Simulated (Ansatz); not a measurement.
# Fe: which magnetic state does the SCF reach?, part 2 of 2

Aim: see which self-consistent states Fe reaches from different starts at one fixed geometry, and which of them is lowest. The cell (2 atoms) is Fe in the measured crystal structure (space group Im-3m, primitive cell doubled). Source: COD entry 9008537; the sample's temperature and pressure aren't taken into account.

Ansatz 0.2.0; DFT PBE, PAW, plane waves, scalar-relativistic.

## (7) Moments +- scaled by 0.65, plain SCF

The COD cell was measured well above room temperature, so it is larger than a cold one.

input.yaml

```yaml
crystal:
  lattice:
    - [0.0, 0.0, -2.91]
    - [2.91, -2.91, 0.0]
    - [-1.455, -1.455, 1.455]
  atoms:
    - { symbol: Fe, position: [0.0, 0.0, 0.0], spin: 2.6 }
    - { symbol: Fe, position: [0.5, 0.5, 0.0], spin: -2.6 }
magnetization:
  spin_polarized: true
hamiltonian:
  xc: pbe
  pseudopotentials: { kind: paw }
basis:
  ecutwfc: 420
kpoints:
  mp_grid: { grid: [10, 6, 12] }
scf:
  occupations: { method: fermi_dirac, width: 0.1 }
  lower_state_search: "off"
output:
  forces: true
  stress: true
```

Log, shortened:

```text
[... 11 lines as in an earlier run ...]
Bands: 23, of which v1, the nominal top of the filled ones, is band 16 counted from 1 (15 counted from 0)
[... 6 lines as in an earlier run ...]
Starting moments: Σ|m| = 5.2 μB on 2 of 2 sites
[... 3 lines as in an earlier run ...]
[...]
SCF iter   1: F=—  HF=-8960.382558 eV  |F-HF|=—  |Δ(HF+E_count)|=         —  Δρ=4.19e-2 (↑4.19e-2 ↓4.19e-2)  dr2=6.85e-1  dr2_m=1.20e-1  M=0.000 μB ∫|m|=4.637 μB  β_m=0.30  ethr=2.14e-3  ⟨swp⟩=1.0  Hψ=28503  notcnv=0
[...]
spin-set hold released at iteration 17 (site moments' squared step at or under half its running peak, from the soft ceiling on): the magnetisation degrees of freedom join the quasi-Newton model from the next iteration; the mixer history was flushed
[...]
SCF iter  23: F=-8960.498938 eV  HF=-8960.498938 eV  |F-HF|=1.09e-8  |Δ(HF+E_count)|=   1.97e-7  Δρ=8.52e-6 (↑8.52e-6 ↓8.52e-6)  dr2=1.45e-8  dr2_m=3.70e-9  M=0.000 μB ∫|m|=4.514 μB  ethr=1.14e-10  ⟨swp⟩=1.8  Hψ=17697  notcnv=0
[...]
SCF converged after 23 iterations
Magnetization: 0.0000 μB (16.0000 up, 16.0000 down)
Absolute magnetization: 4.5142 μB (∫|ρ↑−ρ↓|, with the PAW one-centre terms)
Spin contamination: 1.8887 ħ² per cell (⟨S²⟩ above its minimum at these occupations)
Per-site moments (μB) at R_I (Å): [(2.1867832374128957, 1.0395552440677456), (-2.1867832374128957, 1.0395552440677456)]
Free energy (F): -8960.498938 eV
[...]
E sigma→0 (E₀):  -8960.446920 eV
Entropy (-TS):   -0.104036 eV (-52.018 meV/atom)
Fermi energy:    17.104919 eV
[... 24 lines left out: energy terms, forces, stress ...]
```

Wall time 7.4 s (2 threads of an x86-64 CPU, shared host); peak memory 0.5 GiB.

Nothing new: the 23 iterations lead to the state found in step 3 (antiferromagnetic).

## (8) A moment on one site alone, plain SCF

input.yaml: that of step 7 with these lines changed.

```diff
@@ -6,4 +6,4 @@
   atoms:
-    - { symbol: Fe, position: [0.0, 0.0, 0.0], spin: 2.6 }
-    - { symbol: Fe, position: [0.5, 0.5, 0.0], spin: -2.6 }
+    - { symbol: Fe, position: [0.0, 0.0, 0.0], spin: 4.0 }
+    - { symbol: Fe, position: [0.5, 0.5, 0.0] }
 magnetization:
```

Log, shortened:

```text
[... 11 lines as in an earlier run ...]
Bands: 22, of which v1, the nominal top of the filled ones, is band 16 counted from 1 (15 counted from 0)
[... 6 lines as in an earlier run ...]
Starting moments: Σ|m| = 4 μB on 1 of 2 sites
[... 2 lines as in an earlier run ...]
SCF iter   1: F=—  HF=-8960.349510 eV  |F-HF|=—  |Δ(HF+E_count)|=         —  Δρ=8.90e-2 (↑8.90e-2 ↓3.19e-2)  dr2=2.77e0  dr2_m=4.91e-1  M=3.465 μB ∫|m|=3.556 μB  β_m=0.30  ethr=3.10e-3  ⟨swp⟩=3.9  Hψ=39227  notcnv=0
[...]
spin-set hold released at iteration 7 (the charge has settled, or the pull on large starting moments outlasts its swing): the magnetisation degrees of freedom join the quasi-Newton model from the next iteration; the mixer history was flushed
[...]
SCF iter  22: F=-8960.919260 eV  HF=-8960.919260 eV  |F-HF|=3.44e-9  |Δ(HF+E_count)|=   3.87e-9  Δρ=3.82e-6 (↑1.24e-6 ↓3.82e-6)  dr2=4.75e-9  dr2_m=1.08e-9  M=4.658 μB ∫|m|=4.945 μB  ethr=3.13e-10  ⟨swp⟩=2.2  Hψ=32236  notcnv=0
[...]
SCF converged after 22 iterations
Magnetization: 4.6582 μB (18.3291 up, 13.6709 down)
Absolute magnetization: 4.9453 μB (∫|ρ↑−ρ↓|, with the PAW one-centre terms)
Spin contamination: 0.0955 ħ² per cell (⟨S²⟩ above its minimum at these occupations)
Per-site moments (μB) at R_I (Å): [(2.3922668119173087, 1.0395552440677456), (2.3922654110661536, 1.0395552440677456)]
Free energy (F): -8960.919260 eV
[...]
E sigma→0 (E₀):  -8960.883875 eV
Entropy (-TS):   -0.070769 eV (-35.385 meV/atom)
Fermi energy:    16.754927 eV
[... 24 lines left out: energy terms, forces, stress ...]
```

Run time: 12 s. Hardware: 2 threads of an x86-64 CPU, shared host; peak memory 0.52 GiB.

This is the state of step 2 again (ferromagnetic), after 22 iterations.

## (9) Parallel moments, Broyden mixing, no switch to direct minimisation

input.yaml: that of step 8 with these lines changed.

```diff
@@ -7,3 +7,3 @@
     - { symbol: Fe, position: [0.0, 0.0, 0.0], spin: 4.0 }
-    - { symbol: Fe, position: [0.5, 0.5, 0.0] }
+    - { symbol: Fe, position: [0.5, 0.5, 0.0], spin: 4.0 }
 magnetization:
@@ -20,2 +20,4 @@
   lower_state_search: "off"
+  algorithm: density_mixing
+  mixing: { algorithm: broyden, beta: 0.3 }
 output:
```

Log, shortened:

```text
[... 18 lines as in an earlier run ...]
Starting moments: Σ|m| = 8 μB on 2 of 2 sites
[... 3 lines as in an earlier run ...]
SCF iter   1: F=—  HF=-8960.354649 eV  |F-HF|=—  |Δ(HF+E_count)|=         —  Δρ=1.06e-1 (↑1.06e-1 ↓6.88e-2)  dr2=3.58e-1  dr2_m=1.66e0  M=5.624 μB ∫|m|=5.772 μB  β_m=1.01  ethr=1.12e-3  ⟨swp⟩=1.0  Hψ=58446  notcnv=0
[...]
[... 1 line as in an earlier run ...]
[...]
SCF iter  14: F=-8960.919260 eV  HF=-8960.919260 eV  |F-HF|=2.27e-8  |Δ(HF+E_count)|=   6.63e-8  Δρ=2.63e-6 (↑2.63e-6 ↓1.75e-6)  dr2=9.91e-10  dr2_m=4.99e-10  M=4.658 μB ∫|m|=4.945 μB  ethr=1.74e-11  ⟨swp⟩=3.0  Hψ=29920  notcnv=0
[...]
this state was not tested for a lower state beside it, because the mixer in use, unlike msr1, does not test its closes by its own steps (another_mixer; see scf.mixing.algorithm and scf.lower_state_search)
SCF converged after 14 iterations
Magnetization: 4.6580 μB (18.3290 up, 13.6710 down)
Absolute magnetization: 4.9451 μB (∫|ρ↑−ρ↓|, with the PAW one-centre terms)
Spin contamination: 0.0955 ħ² per cell (⟨S²⟩ above its minimum at these occupations)
Per-site moments (μB) at R_I (Å): [(2.39216270812025, 1.0395552440677456), (2.392162708120249, 1.0395552440677456)]
Free energy (F): -8960.919260 eV
[...]
E sigma→0 (E₀):  -8960.883876 eV
Entropy (-TS):   -0.070768 eV (-35.384 meV/atom)
Fermi energy:    16.754915 eV
[... 24 lines left out: energy terms, forces, stress ...]
```

It took 8.9 s on 2 threads of an x86-64 CPU, shared host; peak memory 0.52 GiB.

This is the state of step 2 again (ferromagnetic), after 14 iterations.

## (10) Parallel moments, spin not held back in the first iterations, no switch to direct minimisation

input.yaml: that of step 9 with these lines changed.

```diff
@@ -21,3 +21,3 @@
   algorithm: density_mixing
-  mixing: { algorithm: broyden, beta: 0.3 }
+  mixing: { spin_hold: "off" }
 output:
```

Log, shortened:

```text
[... 18 lines as in an earlier run ...]
Starting moments: Σ|m| = 8 μB on 2 of 2 sites
[... 2 lines as in an earlier run ...]
[...]
SCF iter   1: F=—  HF=-8959.863903 eV  |F-HF|=—  |Δ(HF+E_count)|=         —  Δρ=1.19e-1 (↑1.19e-1 ↓8.37e-2)  dr2=3.04e-1  dr2_m=2.27e0  M=5.626 μB ∫|m|=5.684 μB  β_m=0.30  ethr=9.50e-4  ⟨swp⟩=1.0  Hψ=58433  notcnv=0
[...]
SCF iter  10: F=-8960.919260 eV  HF=-8960.919260 eV  |F-HF|=7.42e-9  |Δ(HF+E_count)|=   2.05e-7  Δρ=8.31e-6 (↑8.31e-6 ↓2.30e-6)  dr2=9.20e-9  dr2_m=4.69e-9  M=4.658 μB ∫|m|=4.945 μB  ethr=3.13e-10  ⟨swp⟩=4.0  Hψ=35914  notcnv=0
[...]
SCF converged after 10 iterations
Magnetization: 4.6582 μB (18.3291 up, 13.6709 down)
Absolute magnetization: 4.9453 μB (∫|ρ↑−ρ↓|, with the PAW one-centre terms)
Spin contamination: 0.0955 ħ² per cell (⟨S²⟩ above its minimum at these occupations)
Per-site moments (μB) at R_I (Å): [(2.392279471111578, 1.0395552440677456), (2.3922794711115776, 1.0395552440677456)]
Free energy (F): -8960.919260 eV
[...]
E sigma→0 (E₀):  -8960.883875 eV
Entropy (-TS):   -0.070770 eV (-35.385 meV/atom)
Fermi energy:    16.754978 eV
[... 24 lines left out: energy terms, forces, stress ...]
```

Run time: 7 s. Hardware: 2 threads of an x86-64 CPU, shared host; peak memory 0.52 GiB.

Nothing new: the 10 iterations lead to the state found in step 2 (ferromagnetic).

## (11) Comparing the starts

```
step  iterations  state  moments of Fe1 Fe2 (μB)  total (μB)  gap (eV)  pressure (GPa)  above lowest (meV/atom)
   2          10      1                2.39 2.39        4.66      none           -12.0                      0.0
   3          10      2               2.19 -2.19        0.00      none           -12.8                      210
   4           6      3                0.00 0.00        0.00      none           -28.7                      582
   5          11      1                2.39 2.39        4.66      none           -12.0                      0.0
   6          14      1                2.39 2.39        4.66      none           -12.0                      0.0
   7          23      2               2.19 -2.19        0.00      none           -12.8                      210
   8          22      1                2.39 2.39        4.66      none           -12.0                      0.0
   9          14      1                2.39 2.39        4.66      none           -12.0                      0.0
  10          10      1                2.39 2.39        4.66      none           -12.0                      0.0
```

States are numbered from the lowest. Starts by step: 2 parallel moments, plain SCF; 3 opposed moments +-, plain SCF; 4 no spin polarisation; 5 spin on, no moments given (the program may seed its own), plain SCF; 6 parallel moments scaled by 0.2, plain SCF; 7 moments +- scaled by 0.65, plain SCF; 8 a moment on one site alone, plain SCF; 9 parallel moments, Broyden mixing, no switch to direct minimisation; 10 parallel moments, spin not held back in the first iterations, no switch to direct minimisation.

The 9 runs of this session took 68 s in all, from 3 s to 12 s each.

Decimal logarithm of the largest residual (eV) by iteration, counted through all cycles of a run (7 of the 9 runs):

```
iteration  step 2  step 3  step 4  step 5  step 6  step 7  step 8
        1     0.2     0.3    -3.5     1.3    -0.1    -0.2     0.4
        2     0.0     0.1    -4.0    -0.3    -0.3    -0.9     0.6
        3    -0.2     0.1    -5.0    -1.1    -0.8    -1.5     0.5
        4    -2.1    -1.6    -5.8    -1.6    -1.2    -1.6     0.1
        5    -2.5    -2.5    -7.2    -2.4    -1.5    -1.8     0.0
        7    -3.9    -4.5       -    -4.2    -1.5    -2.2    -0.1
        9    -6.3    -6.1       -    -6.8    -1.2    -2.5     1.2
       11       -       -       -   -10.2    -3.7    -2.7    -1.1
       13       -       -       -       -    -7.0    -3.0    -2.6
       15       -       -       -       -       -    -3.2    -3.6
       17       -       -       -       -       -    -3.5    -3.6
       19       -       -       -       -       -    -4.0    -4.3
       21       -       -       -       -       -    -5.6    -6.5
       23       -       -       -       -       -    -7.8       -
```

## (12) Summary of results

The summary covers parts 1 to 2.

```
                      quantity                                                     value
               distinct states                                   3 from 9 converged runs
lowest state from plain starts                                             ferromagnetic
                   its moments                                     Fe1 2.39, Fe2 2.39 μB
                  total moment                                          4.66 μB per cell
             gap on the k-mesh                                                      none
                      pressure                                                 -12.0 GPa
                 largest force                                                0.000 eV/Å
                    next state                    antiferromagnetic, 210 meV/atom higher
                 highest state  non-magnetic (no spin polarisation), 582 meV/atom higher
```

**Reading.** 9 runs converged, to 3 different states. Switching spin polarisation off costs 582 meV/atom in free energy, smearing entropy included. The best antiferromagnetic state lies 210 meV/atom above the best ferromagnetic one. A lower state than any found can't be excluded. The mesh has less symmetry than the lattice, which lowers the symmetry of the run.
